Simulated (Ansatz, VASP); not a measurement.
Two plane-wave programs on Ba

INCAR

```
SYSTEM = Ba
PREC = Accurate ; ENCUT = 520
EDIFF = 1E-6 ; ISMEAR = -1
SIGMA = 0.1 ; LREAL = .False.
LASPH = .True. ; NELM = 100
ALGO = Normal ; ISIF = 2
LWAVE = .False. ; LCHARG = .False.
GGA = B5 ; ALDAX = 1.0
AGGAX = 1.0 ; AGGAC = 1.0
ALDAC = 0.0 ; NBANDS = 17
```

KPOINTS

```
Automatic mesh
0
Gamma
  9 9 5
  0 0 0
```

POSCAR

```
Ba
1.0
    4.3626003198      0.0000000000      0.0000000000
   -2.1813001599      3.7781227035      0.0000000000
    0.0000000000      0.0000000000      7.1386336315
Ba
2
Direct
    0.3333333333      0.6666666667      0.2500000000
    0.6666666667      0.3333333333      0.7500000000
```

Input for Ansatz:

```yaml
crystal:
  lattice:
    - [4.3626003198, 0.0, 0.0]
    - [-2.1813001599, 3.7781227035, 0.0]
    - [0.0, 0.0, 7.1386336315]
  atoms:
    - { symbol: Ba, position: [0.3333333333, 0.6666666667, 0.25] }
    - { symbol: Ba, position: [0.6666666667, 0.3333333333, 0.75] }
hamiltonian:
  xc: blyp
  pseudopotentials:
    kind: paw
    azcp:
      Ba: "pseudopotentials/Ba.paw.azcp"
basis:
  ecutwfc: 420
  fft_grid_basis: typed
kpoints:
  mp_grid: { grid: [9, 9, 5], shift: [0, 0, 0] }
magnetization:
  spin_polarized: false
scf:
  occupations: { method: fermi_dirac, width: 0.1 }
  lower_state_search: "off"
output:
  stress: true
```

Alike in both runs: task single point; functional BLYP; k mesh 9 × 9 × 5; occupations fermi-dirac, width 0.1 eV; no spin polarisation.

```csv
,VASP,Ansatz
version,VASP 6.6.1,Ansatz 0.2.0
potentials or method,"VASP PAW PBE potentials, release 64 (Ba_sv)","plane waves (420 eV) with PAW, scalar-relativistic"
plane-wave cutoff (eV),520,420
valence electrons in the cell,20,20
```

```csv
,VASP,Ansatz,Ansatz less VASP
pressure (GPa),1.3,1.2,-0.07
largest component of the traceless stress (GPa),0.05,0.05,-0.004
```

With one functional, cell and mesh, what is left measures potentials, basis and numerics.

Caveats: the PAW data sets were made with another functional, which shifts forces and pressure a little (VASP). Spin-orbit coupling is left out, which matters for the levels of Ba.
